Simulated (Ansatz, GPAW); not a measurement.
One calculation of Sb, 3 ways

```xyz
2
Lattice="2.1542 1.2437 3.7580 -2.1542 1.2437 3.7580 0.0000 -2.4875 3.7580" Properties=species:S:1:pos:R:3 pbc="T T T"
Sb    0.0000    0.0000    8.6416
Sb    0.0000    0.0000    2.6324
```

Alike in all runs: task band structure; functional BLYP; k mesh 8 × 8 × 8; occupations fermi-dirac, width 0.05 eV; no spin polarisation; no spin-orbit coupling. Pressure is positive in compression and, in plane waves, holds the error of the finite cutoff, which Ansatz's Pulay term estimates and takes out.

```
                           program and potentials  plane-wave cutoff (eV)                                                                                   notes  pressure (GPa)  largest force (eV/Å)
                               Ansatz, Ansatz PAW                     420  potentials made for PBE, which Ansatz adapts in part; Pulay term of +0.03 GPa included            6.84                 0.132
GPAW, PAW data sets generated for this functional                     600                                                                                       -            6.49                 0.110
   Ansatz, all-electron LAPW, scalar-relativistic                       -                                                                                       -            6.86                 0.134
```

Force on atom 1 (Sb), eV/Å:

```tsv
program and potentials	x	y	z
Ansatz, Ansatz PAW	0.000	0.000	-0.132
GPAW, PAW data sets generated for this functional	0.000	0.000	-0.110
Ansatz, all-electron LAPW, scalar-relativistic	0.000	0.000	-0.134
```

The pressure spans 6.49 (GPAW, PAW data sets generated for this functional) to 6.86 GPa (Ansatz, all-electron LAPW, scalar-relativistic), with all-electron results at 6.86. Some sets were made for another functional than the one run, which can shift their rows.

Differences between rows come from potentials, basis sets and numerical settings, since the functional is the same but for its coding. Runs on potential files found faulty are left out.
